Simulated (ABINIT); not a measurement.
Sn: band structure with PBE

Sn:

```
Sn
1.0
    -2.94014    2.94014    1.59930
     2.94014   -2.94014    1.59930
     2.94014    2.94014   -1.59930
Sn
2
Cartesian
  0.0000 0.0000 0.0000
  0.0000 2.9401 0.7997
```

```yaml
Program: ABINIT 10.8.3 (patched build)
Task: band structure
Functional: PBE
Potentials_or_basis: JTH PAW PBE v2.0
Cutoff: 408 eV
k_mesh: 9 × 9 × 9
Occupations: fermi-dirac, width 0.05 eV
Spin: no spin polarisation
Fine-grid_cutoff: 816.342 eV
Exchange_and_correlation_inside_the_PAW_spheres: full angular mesh (pawxcdev 0, this build's default; the released program takes 1)
```

```yaml
Band_gap_on_the_k_mesh: none (metal or under the smearing width)
Valence_electrons_inside_the_program's_atomic_spheres: Sn 11.89 (radii [1.3287] Å)
```

Levels at the corners of the path, in eV from the Fermi level:
| point | band 10 | band 11 | band 12 | band 13 | band 14 | band 15 | band 16 | band 17 | band 18 | band 19 |
| --- | --- | --- | --- | --- | --- | --- | --- | --- | --- | --- |
| Γ | -21.15 | -11.02 | -3.73 | -1.95 | -1.95 | 3.01 | 6.11 | 6.11 | 6.73 | 6.83 |
| X | -21.28 | -8.82 | -8.82 | 0.58 | 0.58 | 1.52 | 1.52 | 5.95 | 5.95 | 9.45 |
| M | -21.34 | -7.53 | -7.53 | -4.72 | -4.72 | 5.00 | 5.00 | 9.18 | 9.18 | 12.55 |
| Γ | -21.15 | -11.02 | -3.73 | -1.95 | -1.95 | 3.01 | 6.11 | 6.11 | 6.73 | 6.83 |
| Z | -21.23 | -6.49 | -5.57 | -2.99 | -2.85 | -2.85 | 2.95 | 5.50 | 5.50 | 8.47 |
| P | -21.25 | -5.96 | -5.96 | -3.47 | -3.47 | 3.52 | 3.52 | 3.86 | 3.86 | 6.73 |
| N | -21.21 | -6.90 | -5.36 | -2.35 | -1.68 | -1.11 | 2.27 | 2.79 | 4.59 | 7.13 |
| Z1 | -21.23 | -6.49 | -5.57 | -2.99 | -2.85 | -2.85 | 2.95 | 5.50 | 5.50 | 8.47 |
| M | -21.34 | -7.53 | -7.53 | -4.72 | -4.72 | 5.00 | 5.00 | 9.18 | 9.18 | 12.55 |

Run time: 58 s on 1 thread of Arm Neoverse V2, with other jobs on the host, peak memory 0.13 GiB.

Caveat: spin-orbit coupling is left out, which moves the levels of the heavy elements.
